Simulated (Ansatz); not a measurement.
**ZrO2: relaxed-ion elastic tensor**

Theory: Ansatz 0.2.0, DFT PBE, scalar-relativistic, plane waves, PAW. Cutoff 420 eV, 6×6×4 k-points (Γ-centred), fixed occupations. No spin polarisation.

Equilibrium structure at this level:
```
Zr O
1.0
     3.62103    0.00000    0.00000
     0.00000    3.62103    0.00000
     0.00000    0.00000    5.28280
Zr O
2 4
Cartesian
  0.0000 0.0000 0.0000
  1.8105 1.8105 2.6414
  0.0000 1.8105 1.0184
  0.0000 1.8105 3.6598
  1.8105 0.0000 1.6230
  1.8105 0.0000 4.2644
```

It was relaxed at this level from a cell as deposited in COD.

(1) Give the relaxed-ion elastic constants (GPa, Voigt order xx yy zz yz xz xy, on the Cartesian axes of the cell above).

(2) Is the crystal stable against homogeneous strain?

(3) And the moduli of a polycrystal (Hill averages)?

## Answers

(1)
C11 = 336.1, C12 = 210.7, C13 = 52.3, C22 = 336.1, C23 = 52.3, C33 = 248.3, C44 = 8.9, C55 = 8.9, C66 = 152.2 GPa; the others vanish.

(2) Yes: the least eigenvalue of the tensor is 8.9 GPa.

(3) B = 164 GPa, G = 47 GPa, E = 129 GPa, ν = 0.37.
